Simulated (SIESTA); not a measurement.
# ZrB2 in SIESTA: the effect of basis

Crystal: ZrB2.

```xyz
3
Lattice="3.1700 0.0000 0.0000 -1.5850 2.7453 0.0000 0.0000 0.0000 3.5330" Properties=species:S:1:pos:R:3 pbc="T T T"
Zr    0.0000    0.0000    0.0000
B     1.5850    0.9151    1.7665
B     0.0000    1.8302    1.7665
```

Alike in all runs:

```yaml
Program: SIESTA 5.4.2
Task: band structure
Functional: PBE
Potentials_or_basis: PseudoDojo 0.4 standard (PBE files)
Grid_cutoff: 800 Ry
Energy_shift: 0.003 Ry
k_mesh: 7 × 7 × 6
Occupations: fermi-dirac, width 0.05 eV
Spin: no spin polarisation
```

```csv
basis,pressure (GPa)
SZ,12.4
SZP,?
DZ,2.5
DZP,1.7
DZDP,1.6
TZP,1.3
TZDP,1.6
```

Task: What does the run with basis SZP give?

Result: Pressure 6.0 GPa.

Caveats: the basis of atomic orbitals isn't converged, which shifts pressures, moduli and gaps; the basis has no polarisation orbitals (some runs).
